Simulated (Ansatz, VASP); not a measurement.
# GaP in VASP and in Ansatz

Contents of INCAR:

```
PREC = Accurate
ENCUT = 600
EDIFF = 1E-6
ISMEAR = -1
SIGMA = 0.05
LREAL = F
LASPH = T
NELM = 60
ALGO = Normal
ISIF = 3
LWAVE = F
LCHARG = F
GGA = RE
IBRION = 2
NSW = 60
EDIFFG = -0.01
```

File KPOINTS:

```
Automatic mesh
0
Gamma
  8 8 8
```

Contents of POSCAR:

```
GaP
1.0
    0.0000000000      2.7252500000      2.7252500000
    2.7252500000      0.0000000000      2.7252500000
    2.7252500000      2.7252500000      0.0000000000
Ga P
1 1
Direct
    0.0000000000      0.0000000000      0.0000000000
    0.7500000000      0.7500000000      0.7500000000
```

The input input.yaml:

```yaml
crystal:
  lattice:
    - [0.0, 2.72525, 2.72525]
    - [2.72525, 0.0, 2.72525]
    - [2.72525, 2.72525, 0.0]
  atoms:
    - { symbol: Ga, position: [0.0, 0.0, 0.0] }
    - { symbol: P, position: [0.75, 0.75, 0.75] }
hamiltonian:
  xc: revpbe
  pseudopotentials: { kind: paw }
kpoints:
  mp_grid: { grid: [8, 8, 8] }
scf:
  occupations: { method: fermi_dirac, width: 0.05 }
output:
  forces: true
  stress: true
relax:
  f_tol: 0.01
  max_steps: 40
  cell: { stress_tol: 0.05 }
```

Alike in both runs: task relaxation of cell and atoms; functional revPBE; k mesh 8 × 8 × 8; occupations fermi-dirac, width 0.05 eV; no spin polarisation.

```csv
,VASP,Ansatz
version,VASP 6.6.1,Ansatz 0.2.0
potentials or method,"VASP PAW PBE potentials, release 64 (Ga_d, P)",Ansatz PAW
plane-wave cutoff (eV),600,420
valence electrons in the cell,18,18
```

Ansatz gave:

- relaxed volume (Å³/atom): 21.27
- relaxed cell length with the largest relative difference (Å): 3.918
- energy change over the relaxation (meV/atom): -12

**Question.** Which values does VASP return?

**Answer.** Relaxed volume (Å³/atom): 21.26; relaxed cell length with the largest relative difference (Å): 3.918; energy change over the relaxation (meV/atom): -12.

Caveats: the PAW data sets were made with another functional, which shifts forces and pressure a little (VASP); the plane-wave basis is chosen anew once the cell has moved, so the energies of steps on either side of that aren't comparable (Ansatz); the PAW data sets come from PBE, with cores solved anew for the run's functional, which leaves a small shift of forces and pressure (Ansatz). revPBE gives volumes clearly too large for solids. Zero-point motion and thermal expansion aren't in these numbers.
